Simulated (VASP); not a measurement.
Calculation: PBE GGA with D3 dispersion (zero damping), VASP's PBE PAW potentials (set 64) (plane waves; VASP).

A VASP calculation is set up with these files.

INCAR:
```
SYSTEM = CsBr
PREC = Accurate
ENCUT = 520
EDIFF = 1E-7
NELM = 100
ALGO = Normal
LREAL = .FALSE.
LASPH = .TRUE.
ISMEAR = 0
SIGMA = 0.05
GGA = PE
IVDW = 11
LMAXMIX = 4
LWAVE = .FALSE.
LCHARG = .FALSE.
LORBIT = 11
ICHARG = 11
```

KPOINTS:
```
k-points along high-symmetry lines
15
Line-mode
Reciprocal
  0.000000   0.000000   0.000000 ! GAMMA
  0.000000   0.500000   0.000000 ! X

  0.000000   0.500000   0.000000 ! X
  0.500000   0.500000   0.000000 ! M

  0.500000   0.500000   0.000000 ! M
  0.000000   0.000000   0.000000 ! GAMMA

  0.000000   0.000000   0.000000 ! GAMMA
  0.500000   0.500000   0.500000 ! R

  0.500000   0.500000   0.500000 ! R
  0.000000   0.500000   0.000000 ! X

  0.500000   0.500000   0.500000 ! R
  0.500000   0.500000   0.000000 ! M
```

### POSCAR
```
CsBr
1
    4.3900133867     0.0000000000     0.0000000000
    0.0000000000     4.3900133867     0.0000000000
    0.0000000000     0.0000000000     4.3900133867
Cs Br
1 1
Direct
  0.0000000000   0.0000000000   0.0000000000
  0.5000000000   0.5000000000   0.5000000000
```

POTCAR, in this order: Cs_sv Br (PBE.64 set). Program: vasp_std. Read from the step before: CHGCAR.

What VASP printed:

### OSZICAR
```
       N       E                     dE             d eps       ncg     rms          rms(c)
DAV:   1     0.977645958584E+02    0.97765E+02   -0.65939E+03  2160   0.112E+03
DAV:   2     0.183970567562E+01   -0.95925E+02   -0.89855E+02  3264   0.180E+02
DAV:   3    -0.595060184639E+01   -0.77903E+01   -0.77584E+01  2668   0.590E+01
DAV:   4    -0.603990702625E+01   -0.89305E-01   -0.89248E-01  2524   0.735E+00
DAV:   5    -0.604077477973E+01   -0.86775E-03   -0.86758E-03  2700   0.713E-01
DAV:   6    -0.604079233446E+01   -0.17555E-04   -0.17554E-04  2548   0.922E-02
DAV:   7    -0.604079285761E+01   -0.52315E-06   -0.52312E-06  2688   0.135E-02
DAV:   8    -0.604079287573E+01   -0.18121E-07   -0.18133E-07  2344   0.229E-03
   1 F= -.65713898E+01 E0= -.65713898E+01  d E =-.185060E-18
```

### OUTCAR
```
 val. band max:       -0.6291725732   @ k =   0.5000   0.5000   0.0000

 cond. band min:       3.6129590588   @ k =   0.0000   0.0000   0.0000



 k-point     1 :       0.0000    0.0000    0.0000
  band No.  band energies     occupation
      1     -20.5270      2.00000
      2     -12.9219      2.00000
      3      -7.1478      2.00000
      4      -7.1478      2.00000
      5      -7.1478      2.00000
      6      -0.6528      2.00000
      7      -0.6528      2.00000
      8      -0.6528      2.00000
      9       3.6130      0.00000
     10       4.3371      0.00000
     11       4.3371      0.00000
     12       8.2518      0.00000

 k-point     2 :       0.0000    0.0357    0.0000
  band No.  band energies     occupation
      1     -20.5265      2.00000
      2     -12.9219      2.00000
      3      -7.1524      2.00000
      4      -7.1468      2.00000
      5      -7.1468      2.00000
      6      -0.6728      2.00000
      7      -0.6547      2.00000
      8      -0.6547      2.00000
      9       3.6438      0.00000
     10       4.3448      0.00000
     11       4.3637      0.00000
     12       8.2442      0.00000

 k-point     3 :       0.0000    0.0714    0.0000
  band No.  band energies     occupation
      1     -20.5250      2.00000
      2     -12.9220      2.00000
      3      -7.1661      2.00000
      4      -7.1439      2.00000
      5      -7.1439      2.00000
      6      -0.7303      2.00000
      7      -0.6603      2.00000
      8      -0.6603      2.00000
      9       3.7343      0.00000
     10       4.3680      0.00000
     11       4.4425      0.00000
     12       8.2225      0.00000

 k-point     4 :       0.0000    0.1071    0.0000
  band No.  band energies     occupation
      1     -20.5227      2.00000
      2     -12.9221      2.00000
      3      -7.1878      2.00000
      4      -7.1392      2.00000
      5      -7.1392      2.00000
      6      -0.8190      2.00000
      7      -0.6693      2.00000
...
```

The density is held fixed in this step, so its total energy and stress have no physical meaning. Unless said otherwise, spin-orbit coupling is left out, though it shifts the bands of the heavy elements here.

The compound is CsBr in the CsCl type structure. It was relaxed first, which changed the volume by +7 %.
